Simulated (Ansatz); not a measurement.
One crystal and one scan (energy against volume) at two levels, r2SCAN (plane waves to 500 eV, PAW, scalar-relativistic; Ansatz, a first-principles code) and PBE (plane waves to 420 eV, PAW, scalar-relativistic; Ansatz), each from its own relaxed cell and on its own mesh. The cell shown is that of r2SCAN.

InN (wurtzite)

```yaml
crystal:
  lattice:
    - [3.54750, 0.00000, 0.00000]
    - [-1.77375, 3.07222, 0.00000]
    - [0.00000, 0.00000, 5.72256]
  atoms:
    - { symbol: In, position: [0.66667, 0.33333, 0.00226] }
    - { symbol: In, position: [0.33333, 0.66667, 0.50226] }
    - { symbol: N, position: [0.66667, 0.33333, 0.62294] }
    - { symbol: N, position: [0.33333, 0.66667, 0.12294] }
```

This relaxed cell (volume V₀) is scaled evenly in all directions, its shape held. The atoms relax within the cell's symmetry.

The energy includes the smearing's −TS. InN was relaxed with its symmetry unable to fall. With the shape held, the modulus is that of even scaling; a crystal free to change shape is softer. Percentages come from the unrounded values. Both scans cover V/V₀ from 0.940 to 1.060.

Results of r2SCAN:

| Property | Result |
|---|---|
| Lattice constant a (Å) | 3.547 |
| Lattice constant c (Å) | 5.723 |
| Relaxed volume (Å³/atom) | 15.59 |
| Pressure at the smallest volume (GPa) | 10.0 |
| Energy cost of the largest compression (meV/atom) | 28 |
| Energy cost of the largest expansion (meV/atom) | 22 |
| Bulk modulus at fixed cell shape B₀ (third-order Birch-Murnaghan fit) (GPa) | 140.0 |
| Pressure for 5 % compression (fit) (GPa) | 8.1 |

Question: What does PBE give for the same quantities?

Answer: 
```tsv
quantity	PBE	r2SCAN − PBE
Lattice constant a (Å)	3.581	-0.034 (-0.9 %)
Lattice constant c (Å)	5.788	-0.065 (-1.1 %)
Relaxed volume (Å³/atom)	16.06	-0.47 (-2.9 %)
Pressure at the smallest volume (GPa)	8.7	+1.3 (+15 %)
Energy cost of the largest compression (meV/atom)	25	+3 (+11 %)
Energy cost of the largest expansion (meV/atom)	20	+2
Bulk modulus at fixed cell shape B₀ (third-order Birch-Murnaghan fit) (GPa)	121.6	+18.4 (+15 %)
Pressure for 5 % compression (fit) (GPa)	7.0	+1.1 (+15 %)
```

r2SCAN gives the higher value for: pressure at the smallest volume; energy cost of the largest compression; bulk modulus at fixed cell shape B₀; pressure for 5 % compression. r2SCAN gives the lower value for: lattice constant a; lattice constant c; relaxed volume. (PBE) At this level the bands of InN touch or barely overlap; measurements give the solid a gap.

(A scan under strain: stresses follow from slopes of the energy per volume, elastic moduli from its curvatures.)
